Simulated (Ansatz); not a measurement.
Cu:

```xyz
2
Lattice="1.2185 -3.9764 0.0000 1.2185 3.9764 0.0000 0.0000 0.0000 2.4755" Properties=species:S:1:pos:R:3 pbc="T T T"
Cu    1.2185   -2.9118    1.8566
Cu    1.2185    2.9118    0.6189
```

This isn't the form of Cu at room conditions, which is fcc.

```yaml
Program: Ansatz 0.2.0
Task: relaxation of cell and atoms
Functional: HSEsol
Potentials_or_basis: Ansatz PAW
Cutoff: "420 eV (not typed: the program's choice for these potentials)"
k_mesh: 6 × 6 × 6
Occupations: fermi-dirac, width 0.05 eV
Spin: no spin polarisation
```

At the start: volume 11.99 Å³/atom.

Q: How do energy, volume and symmetry change on relaxing?

A: It ends after 6 steps and the volume is 12.02 Å³/atom (+0.2 %); space group Cmcm (No. 63, to 0.05 Å).

Step by step:
```tsv
step	energy change (eV)	largest force (eV/Å)	volume (Å³)
1	0.0000	0.0199	23.99
2	-0.0025	0.0176	24.02
3	-0.0045	0.0050	24.02
4	-0.0045	0.0024	24.06
5	-0.0046	0.0005	24.04
6	-0.0046	0.0006	24.04
```

Final structure:
```yaml
crystal:
  lattice:
    - [1.20477, -4.03049, 0.00000]
    - [1.20477, 4.03049, 0.00000]
    - [0.00000, 0.00000, 2.47529]
  atoms:
    - { symbol: Cu, position: [0.86677, 0.13323, 0.75000] }
    - { symbol: Cu, position: [0.13323, 0.86677, 0.25000] }
```

Caveat: the k mesh is coarse (spacing up to 0.45 Å⁻¹), so the values aren't converged, least of all with exact exchange; the plane-wave basis is chosen anew once the cell has moved, so the energies of steps on either side of that aren't comparable; the pressure holds a Pulay correction of +0.3 GPa for the finite cutoff; the PAW data sets come from PBE, with cores solved anew for the run's functional, which leaves a small shift of forces and pressure.
